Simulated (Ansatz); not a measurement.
ZnS: Electric field gradients

The cell is a Materials Project structure (computed, not necessarily an observed phase).

```xyz
36
Lattice="1.9378 1.1188 56.5048 -1.9378 1.1188 56.5048 0.0000 -2.2376 56.5048" Properties=species:S:1:pos:R:3 pbc="T T T"
Zn    0.0000    0.0000    0.0012
Zn    0.0000    0.0000    9.4189
Zn    0.0000    0.0000   18.8369
Zn    0.0000    0.0000   31.3934
Zn    0.0000    0.0000   43.9491
Zn    0.0000    0.0000   53.3657
Zn    0.0000    0.0000   62.7839
Zn    0.0000    0.0000   72.2024
Zn    0.0000    0.0000   81.6189
Zn    0.0000    0.0000   91.0374
Zn    0.0000    0.0000   97.3153
Zn    0.0000    0.0000  103.5942
Zn    0.0000    0.0000  116.1500
Zn    0.0000    0.0000  125.5674
Zn    0.0000    0.0000  134.9858
Zn    0.0000    0.0000  141.2631
Zn    0.0000    0.0000  150.6812
Zn    0.0000    0.0000  163.2369
S     0.0000    0.0000    2.3526
S     0.0000    0.0000   11.7702
S     0.0000    0.0000   21.1872
S     0.0000    0.0000   33.7438
S     0.0000    0.0000   46.3018
S     0.0000    0.0000   55.7186
S     0.0000    0.0000   65.1355
S     0.0000    0.0000   74.5528
S     0.0000    0.0000   83.9712
S     0.0000    0.0000   93.3854
S     0.0000    0.0000   99.6632
S     0.0000    0.0000  105.9445
S     0.0000    0.0000  118.5016
S     0.0000    0.0000  127.9182
S     0.0000    0.0000  137.3339
S     0.0000    0.0000  143.6137
S     0.0000    0.0000  153.0326
S     0.0000    0.0000  165.5855
```

Atoms are numbered from 1 in the order listed; like atoms form one site, named after its first atom.

The numbers come from a DFT calculation in Ansatz (PBE, plane waves and PAW, scalar-relativistic, 420 eV cutoff, Γ-centred 8×8×8 k-points, Fermi–Dirac smearing 0.02 eV).

C_Q = eQV_zz/h, which is 24.18 MHz for Q = 1 b and V_zz = 10²¹ V/m²; η = (V_xx − V_yy)/V_zz.

Zn-67: I = 5/2, Q = 122.0 mb; 33S: I = 3/2, Q = -69.40 mb. Q values from Pyykkö, Mol. Phys. 116, 1328 (2018).

(1) What field gradients does the calculation give at each kind of site?

Results:

(1) 

| site | atoms (order as listed) | first shell | V_zz (10²¹ V/m²) | η | C_Q (MHz) |
| --- | --- | --- | --- | --- | --- |
| Zn1 | 1 | 4 S at 2.35–2.37 Å | -0.33 | 0.00 | -0.988 |
| Zn2 | 2, 14 | 4 S at 2.35–2.37 Å | -0.39 | 0.00 | -1.14 |
| Zn3 | 3, 8 | 4 S at 2.35–2.37 Å | -0.40 | 0.00 | -1.18 |
| Zn4 | 4, 18 | 4 S at 2.35–2.37 Å | -0.40 | 0.00 | -1.19 |
| Zn5 | 5, 9 | 4 S at 2.35–2.37 Å | -0.50 | 0.00 | -1.48 |
| Zn6 | 6 | 4 S at 2.35–2.37 Å | -0.49 | 0.00 | -1.45 |
| Zn7 | 7 | 4 S at 2.35–2.37 Å | -0.37 | 0.00 | -1.10 |
| Zn10 | 10, 15 | 4 S at 2.35–2.37 Å | -0.42 | 0.00 | -1.24 |
| Zn11 | 11 | 4 S at 2.35–2.37 Å | -0.37 | 0.00 | -1.08 |
| Zn12 | 12 | 4 S at 2.35–2.37 Å | -0.35 | 0.00 | -1.04 |
| Zn13 | 13 | 4 S at 2.35–2.37 Å | -0.38 | 0.00 | -1.13 |
| Zn16 | 16 | 4 S at 2.35–2.37 Å | -0.34 | 0.00 | -1.01 |
| Zn17 | 17 | 4 S at 2.35–2.37 Å | -0.52 | 0.00 | -1.53 |
| S19 | 19 | 4 Zn at 2.35–2.37 Å | -0.089 | 0.00 | 0.149 |
| S20 | 20 | 4 Zn at 2.35–2.37 Å | -0.098 | 0.00 | 0.165 |
| S21 | 21, 22, 26 | 4 Zn at 2.35–2.37 Å | -0.093 | 0.00 | 0.156 |
| S23 | 23, 24 | 4 Zn at 2.35–2.37 Å | 0.053 | 0.00 | -0.090 |
| S25 | 25, 32 | 4 Zn at 2.35–2.37 Å | -0.092 | 0.00 | 0.155 |
| S27 | 27 | 4 Zn at 2.35–2.37 Å | 0.049 | 0.00 | -0.082 |
| S28 | 28 | 4 Zn at 2.35–2.37 Å | -0.041 | 0.00 | 0.069 |
| S29 | 29 | 4 Zn at 2.35–2.37 Å | -0.036 | 0.00 | 0.060 |
| S30 | 30 | 4 Zn at 2.35–2.37 Å | -0.10 | 0.00 | 0.169 |
| S31 | 31 | 4 Zn at 2.35–2.37 Å | -0.10 | 0.00 | 0.174 |
| S33 | 33 | 4 Zn at 2.35–2.37 Å | -0.047 | 0.00 | 0.078 |
| S34 | 34 | 4 Zn at 2.35–2.37 Å | -0.083 | 0.00 | 0.139 |
| S35 | 35 | 4 Zn at 2.35–2.37 Å | 0.046 | 0.00 | -0.077 |
| S36 | 36 | 4 Zn at 2.35–2.37 Å | -0.050 | 0.00 | 0.084 |

An axis of threefold or higher order runs through Zn1, Zn2, Zn3, Zn4, Zn5 and Zn6 and others, so V_zz lies along it and η is zero.

Hardware: 4 threads of Arm Neoverse N1 (aarch64; 56 cores open to the job, memory cap 8.0 GiB, no GPU), a shared host with a load of 0.9 a core. Wall time 16 min, CPU time 64 min, peak memory 7.3 GiB.
